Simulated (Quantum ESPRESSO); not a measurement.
# Cs in Quantum ESPRESSO: the effect of functional

Crystal: Cs.

```
Cs
1.0
    -3.12847    3.12847    3.12847
     3.12847   -3.12847    3.12847
     3.12847    3.12847   -3.12847
Cs
1
Direct
  0.00000 0.00000 0.00000
```

Alike in all runs:

```yaml
Program: Quantum ESPRESSO 7.5
Task: phonons
Cutoff: 612 eV
Density_cutoff: 4898 eV
k_mesh: 4 × 4 × 4
Occupations: cold, width 0.2 eV
Spin: no spin polarisation
```

Each run relaxes the cell or the atoms first.

```csv
functional,potentials or basis,relaxed volume (Å³/atom),highest phonon frequency (cm⁻¹)
LDA,GBRV 1.5 LDA,93.05,38
PBE,GBRV 1.5 PBE,118.49,32
PBEsol,GBRV 1.5 PBEsol,109.30,34
AM05,GBRV 1.5 PBE,119.88,32
WC,GBRV 1.5 PBE,112.14,33
BLYP,GBRV 1.5 PBE,?,?
vdW-DF-cx,GBRV 1.5 PBE,103.12,37
```

Problem. What does the run with functional BLYP give?

Solution. Relaxed volume 126.49 Å³/atom; highest phonon frequency 30 cm⁻¹.

Caveats: the mesh is thin for the phonons of a metal; the potentials were made for another functional, which shifts forces and pressure (some runs); the volume moved by over 15 % at a fixed basis, so the end points are rough (some runs).
